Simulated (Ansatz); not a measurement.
**Zone-centre phonons of AlN at 20 GPa: input and output**

Method: Ansatz, DFT PBEsol, scalar-relativistic, plane waves, PAW.

Launched with:
```bash
ansatz run input.yaml --threads 1 --pin off --max-ram 3072MiB --backend cpu --events-out ev --progress --plain --runs-dir out
```

Input (bare energies are in eV):
```yaml
crystal:
  lattice:
    - [0.0, 2.1278629793, 2.1278629793]
    - [2.1278629793, 0.0, 2.1278629793]
    - [2.1278629793, 2.1278629793, 0.0]
  atoms:
    - { symbol: Al, position: [0.0, 0.0, 0.0] }
    - { symbol: "N", position: [0.75, 0.75, 0.75] }
basis:
  ecutwfc: 420
kpoints:
  mp_grid: { grid: [10, 10, 10] }
hamiltonian:
  xc: pbesol
scf:
  occupations: { method: fixed }
output:
  eigenvalues: true
phonons:
  method: dfpt
  dielectric: true
  rigid_motions: translations
  eigenvectors: true
```

Results section of the output:
```
--- Phonons (Γ-DFPT): 2 representative perturbations + reference, on 171 of 1000 k-points (Σ response iterations 6) ---
  k mesh reduced under 4 symmetry operations, with k and −k counted as one. Each operation leaves every solved perturbation unchanged. A smaller set is not considered because the run solves the response ...
  ASR residual: 4.783e-4 → 0.000e0 eV/Å²; symmetrization residual: 8.448e-7 eV/Å²
  ASR residual per site (eV/Å²): 1.27e-5 4.78e-4
  Γ frequencies (cm⁻¹): 0.00 0.00 0.00 730.55 730.55 730.55
  ε∞ (high-frequency dielectric tensor):
        4.508666     0.000000     0.000000
        0.000000     4.508666     0.000000
        0.000000     0.000000     4.508666
  ε⁰ (static dielectric tensor: ions relaxed, cell fixed):
        7.849043     0.000000     0.000000
        0.000000     7.849043     0.000000
        0.000000     0.000000     7.849043
  ε⁰ − ε∞ (ionic part):
        3.340378     0.000000     0.000000
        0.000000     3.340378     0.000000
        0.000000     0.000000     3.340378
  softest optical mode at Γ: 730.55 cm⁻¹; the repairs (sum rule, projections) moved no ω² at Γ by more than (3.06 cm⁻¹)²
  Born effective charges Z* (e; rows j = field, columns β = displacement):
    site 0:
         2.53711   -0.00000   -0.00000
         0.00000    2.53711    0.00000
         0.00000    0.00000    2.53711
    site 1:
        -2.53711    0.00000    0.00000
        -0.00000   -2.53711   -0.00000
        -0.00000   -0.00000   -2.53711
  Z* charge neutrality: 6.581e-4 e pre-enforcement
  solved inside a basis spanned on kpoints, on 10×10×10 k-points, its susceptibility summed on 14×14×14: ε∞ is read to err by 1.2e-2, Z* by 8.5e-3 e (field_mesh: kpoints solves on kpoints); Z* is corrected for ...
  optical modes at Γ without the LO–TO term, one row a degenerate level:
      ω (cm⁻¹) modes IR ((D/Å)²/amu)
        730.55      3            48.3185
  optical modes at Γ + LO–TO along q̂ = [1.0000, 0.0000, 0.0000]:
      ω (cm⁻¹) modes IR ((D/Å)²/amu)
        730.55      2            32.2123
        963.90      1            16.1062
  optical modes at Γ + LO–TO along q̂ = [0.0000, 1.0000, 0.0000]:
      ω (cm⁻¹) modes IR ((D/Å)²/amu)
        730.55      2            32.2123
        963.90      1            16.1062
  optical modes at Γ + LO–TO along q̂ = [0.0000, 0.0000, 1.0000]:
      ω (cm⁻¹) modes IR ((D/Å)²/amu)
        730.55      2            32.2123
        963.90      1            16.1062
```

It took 24 s on 1 thread of AMD EPYC 7R43 64-Core Processor (Zen 3) (shared host), peak memory 0.48 GiB.

Other phases may be more stable at this pressure.

This zinc-blende form isn't the usual stable structure of the compound at low pressure.